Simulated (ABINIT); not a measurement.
# PbSe (Clausthalite) (Fm-3m) in ABINIT: further runs

Aim: see how the results for PbSe (Clausthalite) move with the level of theory and the settings. Levels: PBE, PBE0. Tasks: single point.

All numbers are computed with ABINIT 10.8.3 (patched build); they aren't measurements. Logs are shortened: lines on timing, memory, paths and dates and some standing lists are left out, and cuts for length are marked. The log counts tension as positive stress, the text compression.

**Measured values to compare with.**

A printed reference work, monograph reports, for a bulk crystal of PbSe: band gap 0.28 eV (direct) at 300 K; band gap 0.15 eV (direct) at 4.2 K.

The runs below are set against these values where they give the same quantity.

## 1. The crystal as given

The structure is cubic, space group Fm-3m (No. 225). The conventional cell has a = 6.121 Å, b = 6.121 Å, c = 6.121 Å, α = 90.00°, β = 90.00°, γ = 90.00°. Around Pb (site symmetry m-3m) lie 6 Se at 3.06 Å. Se (site symmetry m-3m) has 6 Pb at 3.06 Å as nearest neighbours.

## 2. Single point, PBE

File run.abi:

```
# Pseudopotentials
pp_dirpath "./"
pseudos "Pb_ONCV_PBE-1.2.upf, Se_ONCV_PBE-1.2.upf"

# Structure
acell 3*1.0
rprim
     0.0000000000     5.7837902633     5.7837902633
     5.7837902633     0.0000000000     5.7837902633
     5.7837902633     5.7837902633     0.0000000000
ntypat 2
znucl 82 34
natom 2
typat 1 2
xred
     0.0000000000     0.0000000000     0.0000000000
     0.5000000000     0.5000000000     0.5000000000

# Plane-wave basis
ecut 18.0

# k points
kptopt 1
ngkpt 6 6 6
nshiftk 1
shiftk 0.0 0.0 0.0

# Exchange and correlation
ixc 11

# Bands and occupations
nband 12
occopt 1

# SCF cycle
nstep 100
tolvrs 1.0e-10
diemac 6.0

# Output
iomode 3
prtwf 0
prtden 0
prteig 0
prtebands 0
```

Potentials or basis: SG15 NC PBE v1.2.

Command:

```sh
> mpirun --bind-to none -np 8 abinit run.abi > log 2>&1
```

run.abo:

```text
.Version 10.8.3 of ABINIT
 Symmetries : space group Fm -3 m (#225); Bravais cF (face-center cubic)
================================================================================
 Values of the parameters that define the memory need of the present run
     intxc =       0    ionmov =       0      iscf =       7    lmnmax =       8
     lnmax =       8     mgfft =      32  mpssoang =       4    mqgrid =    3001
     natom =       2  nloc_mem =       1    nspden =       1   nspinor =       1
    nsppol =       1      nsym =      48    n1xccc =       0    ntypat =       2
    occopt =       1   xclevel =       2
       mpw =        1421          nfft =       32768          nkpt =          16
================================================================================
================================================================================

--------------------------------------------------------------------------------
------------- Echo of variables that govern the present computation ------------
--------------------------------------------------------------------------------
 -outvars: echo values of preprocessed input variables --------
            acell      1.0000000000E+00  1.0000000000E+00  1.0000000000E+00 Bohr
              amu      2.07200000E+02  7.89600000E+01
           diemac      6.00000000E+00
             ecut      1.80000000E+01 Hartree
              ixc          11
         kptrlatt        6    0    0      0    6    0      0    0    6
          kptrlen      4.90770878E+01
            natom           2
            nband          12
            ngfft          32      32      32
             nkpt          16
            nstep         100
             nsym          48
           ntypat           2
           prtden           0
        prtebands           0
           prteig           0
            prtwf           0
            rprim      0.0000000000E+00  5.7837902633E+00  5.7837902633E+00
                       5.7837902633E+00  0.0000000000E+00  5.7837902633E+00
                       5.7837902633E+00  5.7837902633E+00  0.0000000000E+00
          spgroup         225
           tolvrs      1.00000000E-10
            typat      1  2
           xangst      0.0000000000E+00  0.0000000000E+00  0.0000000000E+00
                       3.0606499979E+00  3.0606499979E+00  3.0606499979E+00
            xcart      0.0000000000E+00  0.0000000000E+00  0.0000000000E+00
                       5.7837902633E+00  5.7837902633E+00  5.7837902633E+00
             xred      0.0000000000E+00  0.0000000000E+00  0.0000000000E+00
                       5.0000000000E-01  5.0000000000E-01  5.0000000000E-01
            znucl       82.00000   34.00000

================================================================================

 chkinp: Checking input parameters for consistency.

================================================================================
[... 86 lines left out ...]
- [ -0.00000000E+00,  -0.00000000E+00,  -0.00000000E+00, ]
force_length_stats: {min:   0.00000000E+00, max:   0.00000000E+00, mean:   0.00000000E+00, }
...

 Integrated electronic density in atomic spheres:
 ------------------------------------------------
 Atom  Sphere_radius  Integrated_density
    1        2.00000          9.96352956
    2        2.00000          3.29189278
================================================================================

 ----iterations are completed or convergence reached----

 Mean square residual over all n,k,spin=   39.007E-10; max=  46.339E-08
 reduced coordinates (array xred) for    2 atoms
       0.000000000000      0.000000000000      0.000000000000
       0.500000000000      0.500000000000      0.500000000000
 rms dE/dt=  0.0000E+00; max dE/dt=  0.0000E+00; dE/dt below (all hartree)
    1       0.000000000000      0.000000000000      0.000000000000
    2       0.000000000000      0.000000000000      0.000000000000

 cartesian coordinates (angstrom) at end:
    1      0.00000000000000     0.00000000000000     0.00000000000000
    2      3.06064999790464     3.06064999790464     3.06064999790464

 cartesian forces (hartree/bohr) at end:
    1     -0.00000000000000    -0.00000000000000    -0.00000000000000
    2     -0.00000000000000    -0.00000000000000    -0.00000000000000
 frms,max,avg= 0.0000000E+00 0.0000000E+00   0.000E+00  0.000E+00  0.000E+00 h/b

 cartesian forces (eV/Angstrom) at end:
    1     -0.00000000000000    -0.00000000000000    -0.00000000000000
    2     -0.00000000000000    -0.00000000000000    -0.00000000000000
 frms,max,avg= 0.0000000E+00 0.0000000E+00   0.000E+00  0.000E+00  0.000E+00 e/A
 length scales=  1.000000000000  1.000000000000  1.000000000000 bohr
              =  0.529177210544  0.529177210544  0.529177210544 angstroms
 Fermi (or HOMO) energy (hartree) =   0.11415   Average Vxc (hartree)=  -0.34476
 Eigenvalues (hartree) for nkpt=  16  k points:
 kpt#   1, nband= 12, wtk=  0.00463, kpt=  0.0000  0.0000  0.0000 (reduced coord)
  -0.50507   -0.50507   -0.50507   -0.50489   -0.50489   -0.38565   -0.11783    0.04512
   0.04512    0.04512    0.28706    0.28706
 prteigrs : prtvol=0 or 1, do not print more k-points.

--- !EnergyTerms
iteration_state     : {dtset: 1, }
comment             : Components of total free energy in Hartree
kinetic             :  3.08571314677329E+01
hartree             :  1.29797160599788E+01
xc                  : -9.08472305093190E+00
Ewald energy        : -5.38904018425376E+01
psp_core            :  4.15247865088741E+00
local_psp           : -3.23958627721223E+01
non_local_psp       : -1.85610843646428E+01
total_energy        : -6.59427458516355E+01
total_energy_eV     : -1.79439352748941E+03
band_energy         : -5.94337049881028E+00
...

 Cartesian components of stress tensor (hartree/bohr^3)
  sigma(1 1)= -8.03952036E-05  sigma(3 2)=  0.00000000E+00
  sigma(2 2)= -8.03952036E-05  sigma(3 1)=  0.00000000E+00
  sigma(3 3)= -8.03952036E-05  sigma(2 1)=  0.00000000E+00

-Cartesian components of stress tensor (GPa)         [Pressure=  2.3653E+00 GPa]
- sigma(1 1)= -2.36530855E+00  sigma(3 2)=  0.00000000E+00
- sigma(2 2)= -2.36530855E+00  sigma(3 1)=  0.00000000E+00
- sigma(3 3)= -2.36530855E+00  sigma(2 1)=  0.00000000E+00

== END DATASET(S) ==============================================================
================================================================================

 -outvars: echo values of variables after computation  --------
            acell      1.0000000000E+00  1.0000000000E+00  1.0000000000E+00 Bohr
           etotal     -6.5942745852E+01
            fcart     -0.0000000000E+00 -0.0000000000E+00 -0.0000000000E+00
                      -0.0000000000E+00 -0.0000000000E+00 -0.0000000000E+00
            rprim      0.0000000000E+00  5.7837902633E+00  5.7837902633E+00
                       5.7837902633E+00  0.0000000000E+00  5.7837902633E+00
                       5.7837902633E+00  5.7837902633E+00  0.0000000000E+00
           strten     -8.0395203641E-05 -8.0395203641E-05 -8.0395203641E-05
                       0.0000000000E+00  0.0000000000E+00  0.0000000000E+00
           xangst      0.0000000000E+00  0.0000000000E+00  0.0000000000E+00
                       3.0606499979E+00  3.0606499979E+00  3.0606499979E+00
             xred      0.0000000000E+00  0.0000000000E+00  0.0000000000E+00
                       5.0000000000E-01  5.0000000000E-01  5.0000000000E-01
 Calculation completed.
```

It took 2.3 s on 8 MPI ranks of Arm Neoverse V1, shared host; peak memory 0.48 GiB.

Results:

* Free energy: -1794.3935 eV
* Pressure: 2.4 GPa
* Band gap on the k mesh: 0.28 eV, direct
* Valence electrons inside the program's atomic spheres: Pb 9.96; Se 3.29

Levels at points of the mesh, in eV from the valence-band top:
```csv
k point,band 8,band 9,band 10,band 11,band 12
"(0.00, 0.00, 0.00)",-1.88,-1.88,-1.88,4.70,4.70
"(0.50, 0.00, 0.00)",-1.47,-1.47,0.00,0.28,1.69
"(0.50, 0.50, 0.00)",-4.98,-3.23,-3.23,3.70,5.60
```

Caveat: spin-orbit coupling is left out, which as a rule narrows the gap of such compounds by several tenths of an eV.

## 3. Single point, PBE0

run.abi, as its differences from that of step 2:

```diff
@@ -28,3 +28,3 @@
 # Exchange and correlation
-ixc 11
+ixc 41
 
@@ -35,5 +35,5 @@
 # SCF cycle
-nstep 100
-tolvrs 1.0e-10
+nstep 60
 diemac 6.0
+toldfe 1.0e-7
```

Potentials or basis: SG15 NC PBE v1.2.

Command:

```sh
> mpirun --bind-to none -np 8 abinit run.abi > log 2>&1
```

run.abo:

```text
.Version 10.8.3 of ABINIT
 Symmetries : space group Fm -3 m (#225); Bravais cF (face-center cubic)
================================================================================
 Values of the parameters that define the memory need of the present run
     intxc =       0    ionmov =       0      iscf =       7    lmnmax =       8
     lnmax =       8     mgfft =      32  mpssoang =       4    mqgrid =    3001
     natom =       2  nloc_mem =       1    nspden =       1   nspinor =       1
    nsppol =       1      nsym =      48    n1xccc =       0    ntypat =       2
    occopt =       1   xclevel =       2
       mpw =        1428          nfft =       32768          nkpt =          16
================================================================================
================================================================================

--------------------------------------------------------------------------------
------------- Echo of variables that govern the present computation ------------
--------------------------------------------------------------------------------
 -outvars: echo values of preprocessed input variables --------
            acell      1.0000000000E+00  1.0000000000E+00  1.0000000000E+00 Bohr
              amu      2.07200000E+02  7.89600000E+01
           diemac      6.00000000E+00
             ecut      1.80000000E+01 Hartree
              ixc          41
                       outvar_i_n : Printing only first  50 k-points.
         kptrlatt        6    0    0      0    6    0      0    0    6
          kptrlen      4.90770878E+01
[... 171 lines left out ...]
Ewald energy        : -5.38904018425376E+01
psp_core            :  4.15247865088741E+00
local_psp           : -3.22900598069229E+01
non_local_psp+x     : -2.02024120195966E+01
total_energy        : -6.56590018206556E+01
...

--- !EnergyTermsDC
iteration_state     : {dtset: 1, }
comment             : '"Double-counting" decomposition of free energy'
band_energy         : -6.89799310541904E+00
Ewald energy        : -5.38904018425376E+01
psp_core            :  4.15247865088741E+00
xc_dc               : -9.02305472664617E+00
total_energy_dc     : -6.56589710237154E+01
...

 Cartesian components of stress tensor (hartree/bohr^3)
  sigma(1 1)= -8.24010293E-06  sigma(3 2)=  0.00000000E+00
  sigma(2 2)= -8.24010293E-06  sigma(3 1)=  0.00000000E+00
  sigma(3 3)= -8.24010293E-06  sigma(2 1)=  0.00000000E+00

-Cartesian components of stress tensor (GPa)         [Pressure=  2.4243E-01 GPa]
- sigma(1 1)= -2.42432198E-01  sigma(3 2)=  0.00000000E+00
- sigma(2 2)= -2.42432198E-01  sigma(3 1)=  0.00000000E+00
- sigma(3 3)= -2.42432198E-01  sigma(2 1)=  0.00000000E+00

== END DATASET(S) ==============================================================
================================================================================

 -outvars: echo values of variables after computation  --------
            acell      1.0000000000E+00  1.0000000000E+00  1.0000000000E+00 Bohr
           etotal     -6.5659001821E+01
            fcart     -0.0000000000E+00 -0.0000000000E+00 -0.0000000000E+00
                      -0.0000000000E+00 -0.0000000000E+00 -0.0000000000E+00
            rprim      0.0000000000E+00  5.7837902633E+00  5.7837902633E+00
                       5.7837902633E+00  0.0000000000E+00  5.7837902633E+00
                       5.7837902633E+00  5.7837902633E+00  0.0000000000E+00
           strten     -8.2401029296E-06 -8.2401029296E-06 -8.2401029296E-06
                       0.0000000000E+00  0.0000000000E+00  0.0000000000E+00
           xangst      0.0000000000E+00  0.0000000000E+00  0.0000000000E+00
                       3.0606499979E+00  3.0606499979E+00  3.0606499979E+00
             xred      0.0000000000E+00  0.0000000000E+00  0.0000000000E+00
                       5.0000000000E-01  5.0000000000E-01  5.0000000000E-01
 Calculation completed.
```

Run time: 14 min. Hardware: 8 MPI ranks of Arm Neoverse V1, shared host; peak memory 0.88 GiB.

What came out:

* Free energy: -1786.6725 eV
* Pressure: 0.2 GPa
* Band gap on the k mesh: 1.13 eV, direct
* Valence electrons inside the program's atomic spheres: Pb 9.94; Se 3.28

Caveat: the potentials were made for another functional, which shifts forces and pressure; spin-orbit coupling is left out, which as a rule narrows the gap of such compounds by several tenths of an eV.

## 4. Comparison with measurements

Step 2. Measured gap of PbSe: 0.28 eV (direct; 300 K; a printed reference work, monograph). This calculation gives 0.28 eV (0.00 eV). 2 values of this kind are on record (0.15 to 0.28 eV); this one was drawn at random. Spin-orbit coupling on Pb, Se is left out. The value is that of PBE on a finite k mesh, which can miss the band edges, without temperature or zero-point motion. Semilocal functionals fall short of measured gaps as a rule.

Step 3. Against the measured gap of PbSe, 0.15 eV (direct; 4.2 K; a printed reference work, monograph), the calculated 1.13 eV is off by +0.98 eV. 2 values of this kind are on record (0.15 to 0.28 eV); this one was drawn at random. Spin-orbit coupling on Pb, Se is left out. The value is that of PBE0 on a finite k mesh, which can miss the band edges, without temperature or zero-point motion.
